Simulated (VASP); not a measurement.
# Sb (P6_3/mmc) in VASP: density of states with PBE

Aim: the density of states of Sb with PBE.

Everything below comes from runs of VASP 6.6.1. Logs are shortened: lines on timing, memory, paths and dates and some standing lists are left out, and cuts for length are marked.

## (1) The crystal as given

Symmetry: P6_3/mmc, No. 194, hexagonal system. Conventional cell: a = 3.457 Å, b = 3.457 Å, c = 5.304 Å, α = 90.00°, β = 90.00°, γ = 120.00°. Around Sb (site symmetry -6m2) lie 12 Sb at 3.32 to 3.46 Å.

This isn't the form of Sb at room conditions, which is rhombohedral.

## (2) Density of states, PBE

POSCAR reads:

```
Sb
1.0
    3.4565403489      0.0000000000      0.0000000000
   -1.7282701744      2.9934517514      0.0000000000
    0.0000000000      0.0000000000      5.3039431542
Sb
2
Direct
    0.3333333333      0.6666666667      0.2500000000
    0.6666666667      0.3333333333      0.7500000000
```

INCAR.step1 reads:

```
PREC = Accurate
ENCUT = 520
EDIFF = 1E-6
ISMEAR = -1
SIGMA = 0.05
LREAL = F
LASPH = T
NELM = 100
ALGO = Normal
ISIF = 2
LWAVE = F
LCHARG = T
GGA = PE
NBANDS = 12
```

KPOINTS.step1 reads:

```
Automatic mesh
0
Gamma
  13 13 7
```

INCAR.step2 reads:

```
PREC = Accurate
ENCUT = 520
EDIFF = 1E-6
ISMEAR = -5
SIGMA = 0.05
LREAL = F
LASPH = T
NELM = 100
ALGO = Normal
ISIF = 2
LWAVE = F
LCHARG = F
GGA = PE
LORBIT = 11
NEDOS = 2001
ICHARG = 11
```

KPOINTS.step2 reads:

```
Automatic mesh
0
Gamma
  20 20 11
```

Potentials or basis: VASP PAW PBE potentials, release 64 (Sb).

Run with:

```bash
$ cat potpaw_PBE.64/Sb/POTCAR > POTCAR
$ cp INCAR.step1 INCAR
$ cp KPOINTS.step1 KPOINTS
$ mpirun -np 1 vasp_std > vasp.out
$ cp INCAR.step2 INCAR
$ cp KPOINTS.step2 KPOINTS
$ mpirun -np 1 vasp_std > vasp.out
```

OUTCAR:

```text
PREC = Accurate
   ENCUT = 520
   EDIFF = 1E-6
   ISMEAR = -5
   LREAL = F
   LASPH = T
   NELM = 100
   ISIF = 2
   GGA = PE
   LORBIT = 11
   ICHARG = 11

 ion  position               nearest neighbor table
   1  0.333  0.667  0.250-   2 3.32   2 3.32   2 3.32   2 3.32   2 3.32   2 3.32
   2  0.667  0.333  0.750-   1 3.32   1 3.32   1 3.32   1 3.32   1 3.32   1 3.32

  LATTYP: Found a hexagonal cell.
 ALAT       =     3.4565403489
 C/A-ratio  =     1.5344658586

  Lattice vectors:

 A1 = (   3.4565403489,   0.0000000000,   0.0000000000)
 A2 = (  -1.7282701744,   2.9934517514,   0.0000000000)
 A3 = (   0.0000000000,   0.0000000000,   5.3039431542)

Analysis of symmetry for initial positions (statically):
=====================================================================
 Subroutine PRICEL returns:
 Original cell was already a primitive cell.

 Routine SETGRP: Setting up the symmetry group for a
 hexagonal supercell.

 Subroutine GETGRP returns: Found 24 space group operations
 (whereof 12 operations were pure point group operations)
 out of a pool of 24 trial point group operations.

The static configuration has the point symmetry D_3d.
 The point group associated with its full space group is D_6h.

Analysis of symmetry for dynamics (positions and initial velocities):
=====================================================================
 Subroutine PRICEL returns:
 Original cell was already a primitive cell.

 Routine SETGRP: Setting up the symmetry group for a
 hexagonal supercell.

 Subroutine GETGRP returns: Found 24 space group operations
 (whereof 12 operations were pure point group operations)
 out of a pool of 24 trial point group operations.

The dynamic configuration has the point symmetry D_3d.
 The point group associated with its full space group is D_6h.

 Subroutine INISYM returns: Found 24 space group operations
 (whereof 12 operations are pure point group operations),
 and found     1 'primitive' translations

----------------------------------------------------------------------------------------

                                     Primitive cell

  volume of cell :      54.8798

  direct lattice vectors                    reciprocal lattice vectors
     3.456540349  0.000000000  0.000000000     0.289306618  0.167031254  0.000000000
    -1.728270174  2.993451751  0.000000000     0.000000000  0.334062508  0.000000000
     0.000000000  0.000000000  5.303943154     0.000000000  0.000000000  0.188538974

  length of vectors
     3.456540349  3.456540349  5.303943154     0.334062508  0.334062508  0.188538974

  position of ions in fractional coordinates (direct lattice)
     0.333333333  0.666666667  0.250000000
     0.666666667  0.333333333  0.750000000

  ion indices of the primitive-cell ions
   primitive index   ion index
                 1           1
                 2           2

----------------------------------------------------------------------------------------

 KPOINTS: Automatic mesh

Automatic generation of k-mesh.
 Grid dimensions read from file:
 generate k-points for:   20   20   11

 Generating k-lattice:

  Cartesian coordinates                     Fractional coordinates (reciprocal lattice)
     0.014465331  0.008351563  0.000000000     0.050000000  0.000000000  0.000000000
     0.000000000  0.016703125  0.000000000     0.000000000  0.050000000  0.000000000
     0.000000000  0.000000000  0.017139907     0.000000000  0.000000000  0.090909091

  Length of vectors
     0.016703125  0.016703125  0.017139907

  Shift w.r.t. Gamma in fractional coordinates (k-lattice)
     0.000000000  0.000000000  0.000000000

 TETIRR: Found   4310 inequivalent tetrahedra from    26400

 Subroutine IBZKPT returns following result:
 ===========================================

 Found    264 irreducible k-points:

 Following reciprocal coordinates:
            Coordinates               Weight
  0.000000  0.000000  0.000000      1.000000
  0.050000 -0.000000  0.000000      6.000000
  0.100000  0.000000  0.000000      6.000000
  0.150000  0.000000  0.000000      6.000000
  0.200000  0.000000  0.000000      6.000000
  0.250000  0.000000  0.000000      6.000000
[... 16 lines left out ...]
  0.200000  0.100000  0.000000     12.000000
  0.250000  0.100000  0.000000     12.000000
 [... further k-points ...]
   k-points           NKPTS =    264   k-points in BZ     NKDIM =    264   number of bands    NBANDS=      9
   number of dos      NEDOS =   2001   number of ions     NIONS =      2
   total plane-waves  NPLWV =  31360
   dimension x,y,z NGX =    28 NGY =   28 NGZ =   40
   dimension x,y,z NGXF=    56 NGYF=   56 NGZF=   80
   ions per type =               2
   NGX,Y,Z   is equivalent  to a cutoff of  13.47, 13.47, 12.54 a.u.
   NGXF,Y,Z  is equivalent  to a cutoff of  26.93, 26.93, 25.08 a.u.
 SYSTEM =  unknown system
   PREC   = accura    normal or accurate (medium, high low for compatibility)
   ISTART =      0    job   : 0-new  1-cont  2-samecut
   ICHARG =     11    charge: 1-file 2-atom 10-const
   ISPIN  =      1    spin polarized calculation?
   LNONCOLLINEAR =      F non collinear calculations
   LSORBIT =      F    spin-orbit coupling
   LASPH  =      T    aspherical Exc in radial PAW
   ENCUT  =  520.0 eV  38.22 Ry    6.18 a.u.   6.43  6.43  9.86*2*pi/ulx,y,z
   NELM   =    100;   NELMIN=  2; NELMDL=  0     # of ELM steps
   EDIFF  = 0.1E-05   stopping-criterion for ELM
   LREAL  =      F    real-space projection
   EDIFFG = 0.1E-04   stopping-criterion for IOM
   NSW    =      0    number of steps for IOM
   IBRION =     -1    ionic relax: 0-MD 1-quasi-New 2-CG
   NFREE  =      0    steps in history (QN), initial steepest desc. (CG)
   ISIF   =      2    stress and relaxation
   ISYM   =      2    0-nonsym 1-usesym 2-fastsym
   POTIM  = 0.5000    time-step for ionic-motion
   TEBEG  =    0.0;   TEEND  =   0.0 temperature during run
   PSTRESS=    0.0 pullay stress
   NELECT =      10.0000    total number of electrons
   NUPDOWN=      -1.0000    fix difference up-down
   EMIN   =  10.00;   EMAX   =-10.00  energy-range for DOS
   EFERMI =   0.00;   METHOD = LEGACY
   ISMEAR =    -5;   SIGMA  =   0.05  broadening in eV -4-tet -1-fermi 0-gaus
   EFERMI_NEDOS =   21; number of points for ismear=-14 and -15
   IALGO  =     38    algorithm
   IMIX   =      4    mixing-type and parameters
     AMIX     =   0.40;   BMIX     =  1.00
     AMIX_MAG =   1.60;   BMIX_MAG =  1.00
  volume/ion in A,a.u.               =      27.44       185.17
  Fermi-wavevector in a.u.,A,eV,Ry     =   0.928120  1.753892 11.720138  0.861406
  Thomas-Fermi vector in A             =   2.054262
   LORBIT       =     11    0 simple, 1 ext, 2 COOP (PROOUT), +10 PAW based schemes
   GGA     = PE    functional components
   LHFCALC =     F    Hartree Fock is set to
   AEXX    =    0.0000 exact exchange contribution
   IVDW    =     0    specifies the selected vdW correction
   LEPSILON=     F    determine dielectric tensor
   LRPA    =     F    only Hartree local field effects (RPA)
 non-spin polarized calculation
 Fermi weights with tetrahedron method with Bloechl corrections
  energy-cutoff  :      520.00
  volume of cell :       54.88
 maximum number of plane-waves:      1497
 NGX is ok and might be reduce to    28

 number of electron      10.0000001 magnetization

 Free energy of the ion-electron system (eV)
  ---------------------------------------------------
  ext. energy  EPLUGINS =         0.00000000
  ---------------------------------------------------
  free energy    TOTEN  =        -7.71460150 eV

  energy without entropy =       -7.71460150  energy(sigma->0) =       -7.71460150

 E-fermi :   8.2685     XC(G=0): -10.1469

 val. band max:        8.3536238336   @ k =   0.3500   0.1500   0.2727
 cond. band min:       8.1047161984   @ k =   0.2000   0.0500   0.3636
 fundamental gap:     -0.2489076352
 Fermi energy:         8.2685089881

 k-point     1 :       0.0000    0.0000    0.0000
  band No.  band energies     occupation
      1      -4.5119      2.00000
      2      -0.2708      2.00000
      3       2.7000      2.00000
      4      11.0923      0.00000
      5      11.0923      0.00000
      6      12.9099      0.00000
      7      12.9099      0.00000
      8      14.3066      0.00000
      9      15.1110      0.00000

 k-point     2 :       0.0500   -0.0000    0.0000
  band No.  band energies     occupation
      1      -4.4709      2.00000
      2      -0.2376      2.00000
      3       2.7432      2.00000
      4      10.6395      0.00000
      5      10.9293      0.00000
      6      12.6997      0.00000
      7      12.9814      0.00000
      8      14.2044      0.00000
      9      15.4125      0.00000

 k-point     3 :       0.1000    0.0000    0.0000
  band No.  band energies     occupation
      1      -4.3481      2.00000
      2      -0.1394      2.00000
      3       2.8725      2.00000
      4       9.6358      0.00000
      5      10.5461      0.00000
      6      12.1176      0.00000
      7      13.0793      0.00000
      8      13.8885      0.00000
      9      15.6405      0.00000
[... 229 lines left out ...]
 k-point    23 :       0.2000    0.1000    0.0000
  band No.  band energies     occupation
      1      -3.3808      2.00000
      2       0.5375      2.00000
      3       3.8836      2.00000
      4       6.2237      2.00000
      5       7.8582      1.90612
      6      10.0804      0.00000
      7      11.6458      0.00000
      8      11.8290      0.00000
      9      14.6623      0.00000

 k-point    24 :       0.2500    0.1000    0.0000
  band No.  band energies     occupation
      1      -2.9501      2.00000
      2       0.7412      2.00000
      3       4.3299      2.00000
      4       5.3124      2.00000
      5       7.3837      2.03707
      6       9.1742     -0.01662
      7      10.8085      0.00000
      8      11.5340      0.00000
      9      14.2628      0.00000

 [... further k-points ...]

------------------------ aborting loop because EDIFF is reached ----------------------------------------

  FORCE on cell =-STRESS in cart. coord.  units (eV):
  Direction    XX          YY          ZZ          XY          YZ          ZX
  --------------------------------------------------------------------------------------
  -------------------------------------------------------------------------------------
  Total       -0.1222465     -0.1222465      0.1108731     -0.0000000      0.0000000      0.0000000
  in kB       -3.5688994     -3.5688994      3.2368594     -0.0000000      0.0000000      0.0000000
  external PRESSURE =      -1.3003131 kB  Pullay stress =       0.0000000 kB

 VOLUME and BASIS-vectors are now :
 -----------------------------------------------------------------------------
  energy-cutoff  :      520.00
  volume of cell :       54.88
      direct lattice vectors                 reciprocal lattice vectors
     3.456540349  0.000000000  0.000000000     0.289306618  0.167031254  0.000000000
    -1.728270174  2.993451751  0.000000000     0.000000000  0.334062508  0.000000000
     0.000000000  0.000000000  5.303943154     0.000000000  0.000000000  0.188538974

 POSITION                                       TOTAL-FORCE (eV/Angst)
 -----------------------------------------------------------------------------------
     -0.00000      1.99563      1.32599         0.000000      0.000000      0.000000
      1.72827      0.99782      3.97796        -0.000000     -0.000000      0.000000
 -----------------------------------------------------------------------------------
    total drift:                               -0.000000      0.000000      0.000000

  FREE ENERGIE OF THE ION-ELECTRON SYSTEM (eV)
  ---------------------------------------------------
  free  energy   TOTEN  =        -7.7146014987 eV

  energy  without entropy=       -7.7146014987  energy(sigma->0) =       -7.71460150

 total charge

# of ion       s       p       d       tot
------------------------------------------
    1        1.255   1.034   0.037   2.325
    2        1.255   1.034   0.037   2.325
--------------------------------------------------
tot          2.509   2.068   0.073   4.651
```

It took 2 min on 1 thread of Intel Xeon Platinum 8375C at 2.90GHz (Ice Lake), shared host; peak memory 0.26 GiB.

Results:

| Quantity | Value |
| --- | --- |
| Valence electrons inside the program's atomic spheres | Sb 2.33 |

States per cell in windows of 1 eV (zero at the Fermi level; states under -8 eV left out):
```
from (eV)  total  Sb1_p  Sb2_p  Sb1_s  Sb2_s  Sb1_d  Sb2_d
     -8.0   0.71   0.01   0.01   0.22   0.22   0.00   0.00
     -7.0   0.00   0.00   0.00   0.00   0.00   0.00   0.00
     -6.0   0.16   0.02   0.02   0.00   0.00   0.00   0.00
     -5.0   1.19   0.18   0.18   0.03   0.03   0.00   0.00
     -4.0   1.08   0.17   0.17   0.04   0.04   0.00   0.00
     -3.0   1.16   0.19   0.19   0.04   0.04   0.01   0.01
     -2.0   1.19   0.20   0.20   0.04   0.04   0.01   0.01
     -1.0   1.24   0.23   0.23   0.03   0.03   0.01   0.01
      0.0   1.45   0.28   0.28   0.02   0.02   0.02   0.02
      1.0   1.46   0.30   0.30   0.02   0.02   0.02   0.02
      2.0   1.44   0.33   0.33   0.01   0.01   0.02   0.02
      3.0   1.25   0.32   0.32   0.01   0.01   0.01   0.01
      4.0   0.60   0.11   0.11   0.00   0.00   0.02   0.02
      5.0   0.70   0.03   0.03   0.01   0.01   0.06   0.06
      6.0   0.64   0.03   0.03   0.01   0.01   0.06   0.06
      7.0   0.47   0.02   0.02   0.01   0.01   0.05   0.05
```

Caveat: tetrahedron occupations give inexact forces and stress in metals. The run has no spin-orbit coupling, so splittings on Sb are missing.
